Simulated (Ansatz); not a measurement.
# Si2Ni: the cost of one run

Method: DFT PBE, scalar-relativistic, plane waves, PAW, in Ansatz 0.2.0.

The COD entry's cell or inner coordinates are ideal or old and differ from later refinements, so a difference from it is no clean test against experiment.

6 further runs of the same task are left out: 1 that didn't finish, 5 set aside as unsound or not needed. Runs told in other sessions of the task aren't counted.

## (1) Starting point

The structure is cubic, space group Fm-3m (No. 225). Conventional cell: a = 5.447 Å, b = 5.447 Å, c = 5.447 Å, α = 90.00°, β = 90.00°, γ = 90.00°. Si (site symmetry -43m) is surrounded by 4 Ni at 2.36 Å. Ni (site symmetry m-3m) has 8 Si at 2.36 Å in its first shell of neighbours.

As a file:

```cif
data_structure
_symmetry_space_group_name_H-M 'P 1'
_symmetry_Int_Tables_number 1
_cell_length_a 3.8515
_cell_length_b 3.8515
_cell_length_c 6.6710
_cell_angle_alpha 73.221
_cell_angle_beta 73.221
_cell_angle_gamma 60.000
_cell_volume 80.80
loop_
_atom_site_label
_atom_site_type_symbol
_atom_site_fract_x
_atom_site_fract_y
_atom_site_fract_z
_atom_site_occupancy
Si1 Si 0.12500 0.12500 0.62500 1
Si2 Si 0.62500 0.62500 0.12500 1
Si3 Si 0.37500 0.37500 0.87500 1
Si4 Si 0.87500 0.87500 0.37500 1
Ni1 Ni 0.50000 0.50000 0.50000 1
Ni2 Ni 0.00000 0.00000 0.00000 1
```

It is built from the cell relaxed beforehand with the same method (13.47 Å³/atom).

## (2) Zero of energy

The cell is repeated 2 times, 6 atoms in all. The reference gives a free energy of -14224.8139 eV, pressure -0.12 GPa, largest force 0.010 eV/Å and gap on the mesh none (metal). It was computed beforehand with the settings of the runs below.

## (3) Next: a frozen normal mode

Mode 15 of the phonon run on this cell, counted from the lowest, is frozen in: each atom moves by x times its row below, so x is the largest displacement.

```
atom      ux      uy      uz
 Si1   0.577   0.577   0.577
 Si2  -0.577  -0.577  -0.577
 Si3  -0.577  -0.577  -0.577
 Si4   0.577   0.577   0.577
 Ni5  -0.242  -0.242  -0.542
 Ni6   0.242   0.242   0.542
```

## (4) At x = -0.200 Å

Contents of input.yaml:

```yaml
crystal:
  lattice:
    - [0.0, -2.7234129054, -2.7234129054]
    - [-2.7234129054, 0.0, -2.7234129054]
    - [2.7234129054, 2.7234129054, -5.4468258107]
  atoms:
    - { symbol: Si, position: [0.1567992693, 0.1567992693, 0.6144002436] }
    - { symbol: Si, position: [0.5932007307, 0.5932007307, 0.1355997564] }
    - { symbol: Si, position: [0.3432007307, 0.3432007307, 0.8855997564] }
    - { symbol: Si, position: [0.9067992693, 0.9067992693, 0.3644002436] }
    - { symbol: Ni, position: [0.4811412112, 0.4811412112, 0.4989481393] }
    - { symbol: Ni, position: [1.0188587888, 0.0188587888, 0.0010518607] }
basis:
  ecutwfc: 420
kpoints:
  mp_grid: { grid: [12, 12, 14] }
hamiltonian:
  xc: pbe
scf:
  occupations: { method: gaussian, width: 0.15 }
output:
  forces: true
  stress: true
  eigenvalues: true
```

Run with:

```sh
> ansatz run input.yaml --threads 2 --pin off --max-ram 5120MiB --backend cpu --events-out ev --progress --plain --runs-dir out
```

What time and memory should one allow on 2 threads of Intel Xeon at 2.70GHz, shared host?

About 44 s, with a peak of 1.2 GiB.
